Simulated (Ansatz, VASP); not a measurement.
Two plane-wave programs on TiC

The input INCAR:

```
SYSTEM = TiC
ALGO = Normal
EDIFF = 1E-8
ENCUT = 520
GGA = PE
ISIF = 2
ISMEAR = -1
LASPH = .TRUE.
LCHARG = .FALSE.
LEFG = .TRUE.
LREAL = .FALSE.
LWAVE = .FALSE.
NBANDS = 15
NELM = 80
PREC = Accurate
SIGMA = 0.03
```

The input KPOINTS:

```
k-points
0
G
  16 16 16
  0 0 0
```

The input POSCAR:

```
TiC
1.0
    0.0000000000      2.2064421477      2.2064421477
    2.2064421477      0.0000000000      2.2064421477
    2.2064421477      2.2064421477      0.0000000000
Ti C
1 1
Direct
    0.0000000000      0.0000000000      0.0000000000
    0.5000000000      0.5000000000      0.5000000000
```

Input for Ansatz:

```yaml
crystal:
  lattice:
    - [0.0, 2.2064421477, 2.2064421477]
    - [2.2064421477, 0.0, 2.2064421477]
    - [2.2064421477, 2.2064421477, 0.0]
  atoms:
    - { symbol: Ti, position: [0.0, 0.0, 0.0] }
    - { symbol: C, position: [0.5, 0.5, 0.5] }
kpoints:
  mp_grid: { grid: [16, 16, 16] }
scf:
  occupations: { method: fermi_dirac, width: 0.03 }
hamiltonian:
  xc: pbe
  pseudopotentials: { kind: paw }
output:
  forces: true
  stress: true
  eigenvalues: true
  efg: { contact_densities: true }
```

Change from the starting cell: volume scaled by 1.06, PAW files.

Alike in both runs: task electric field gradients; functional PBE; k mesh 16 × 16 × 16; occupations fermi-dirac, width 0.03 eV; no spin polarisation.

```csv
,VASP,Ansatz
version,VASP 6.6.1,Ansatz 0.2.0
potentials or method,"VASP PAW PBE potentials, release 64 (Ti_sv, C)","PAW with Ansatz's default frozen-core files, scalar-relativistic"
plane-wave cutoff (eV),520,420
valence electrons in the cell,16,16
```

|  | VASP | Ansatz | Ansatz less VASP |
| --- | --- | --- | --- |
| pressure (GPa) | -12.0 | -12.3 | -0.25 |
| Vzz of the field gradient on the site that differs most (V/Å²) | 0.0 | 0.0 | 0.00 |
